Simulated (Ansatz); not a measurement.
Wurtzite InN, treated with BLYP in Ansatz (PAW).

Settings: plane-wave cutoff 520 eV, 12×12×6 k mesh (along the axes of the cell as run), Fermi–Dirac smearing 0.01 eV, scalar-relativistic PAW data made under PBE.

Computed points:

```csv
V (Å³/atom),E − E_lowest (meV/atom),P (GPa)
16.056,9.72,4.84
16.390,2.33,2.28
16.725,0.00,0.00
17.059,2.16,-2.03
17.394,8.32,-3.84
```

Estimate the bulk modulus and its pressure derivative from these points.

V0 = 16.725 Å³/atom, B0 = 108 GPa, B′ = 4.8 (fit to the energies at full precision).

Shape and atoms are relaxed at each volume.

Measured, for comparison: bulk modulus 126 GPa (room temperature, not corrected to a static lattice; as tabulated in Phys. Rev. B 49, 14 (GaN and InN under pressure), abstract); equilibrium volume per atom 15.38 Å³/atom (300 K, not corrected to a static lattice; as tabulated in Wikipedia's data pages). Computed (rounded) less measured: bulk modulus -14 %, equilibrium volume per atom +8.7 %.

Note: the gap of the solid is closed in this run; this level leaves the solid without a gap, although one is measured; the bulk modulus comes from volumes at which shape and atoms were relaxed.

Spin–orbit coupling is not included; it can open a gap where bands touch, and shift volumes and moduli.

The computed numbers hold no vibrational or temperature effects.

Ansatz is a program for electronic structure.
